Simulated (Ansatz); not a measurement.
Wanted: the native input for an Ansatz 0.2.0 run.

```
Task                : relaxation of the atoms
Functional          : r2SCAN
Potentials or basis : all-electron PAW datasets made for the crystal
k mesh              : 5 × 5 × 3
Occupations         : gaussian, width 0.01 eV
Spin                : collinear spin, antiferromagnetic start
Starting moments    : [0.5, -0.5, 0.0, 0.0] μB
```

Crystal: CdSe (Cadmoselite).

```
Cd Se
1.0
     4.30000    0.00000    0.00000
    -2.15000    3.72391    0.00000
     0.00000    0.00000    7.02000
Cd Se
2 2
Direct
  0.67932 0.32381 0.49680
  0.33480 0.65334 0.99892
  0.65968 0.31597 0.88371
  0.32452 0.66761 0.37841
```

The cell isn't the ideal one: atoms moved at random, drawn with an rms of 0.05 Å.

The input as run:

input.yaml

```yaml
crystal:
  lattice:
    - [4.3, 0.0, 0.0]
    - [-2.15, 3.7239092363, 0.0]
    - [0.0, 0.0, 7.02]
  atoms:
    - { symbol: Cd, position: [0.679318, 0.32381, 0.496803], spin: 0.5 }
    - { symbol: Cd, position: [0.334802, 0.65334, -0.001076], spin: -0.5 }
    - { symbol: Se, position: [0.65968, 0.315968, 0.883709] }
    - { symbol: Se, position: [0.324523, 0.667605, 0.378412] }
kpoints:
  mp_grid: { grid: [5, 5, 3] }
scf:
  occupations: { method: gaussian, width: 0.01 }
hamiltonian:
  xc: r2scan
  pseudopotentials: { kind: all_electron, datasets: crystal }
magnetization:
  spin_polarized: true
output:
  forces: true
  stress: true
relax:
  f_tol: 0.005
  max_steps: 60
```

Potentials or basis: all-electron PAW datasets made for the crystal.

Run with:

```bash
$ ansatz run input.yaml --threads 2 --pin off --max-ram 6144MiB --backend cpu --events-out ev --progress --plain --runs-dir out
```

It gave:

```
Energy gained by relaxing    : 14.4 meV/atom
Ionic steps                  : 4
Pressure after relaxing      : 1.5 GPa
Largest force after relaxing : 0.003 eV/Å
Band gap on the k mesh       : 1.17 eV
Net moment                   : 0.00 μB per cell
Absolute moment              : 0.00 μB per cell
```

Caveat: the program listed the state as in doubt; an odd mesh through Γ misses points on the zone boundary, where band edges often lie; the starting moments weren't kept.

It took 4.7 min on 2 threads of Intel(R) Xeon(R) 6975P-C (Granite Rapids) (shared host), peak memory 2.7 GiB.
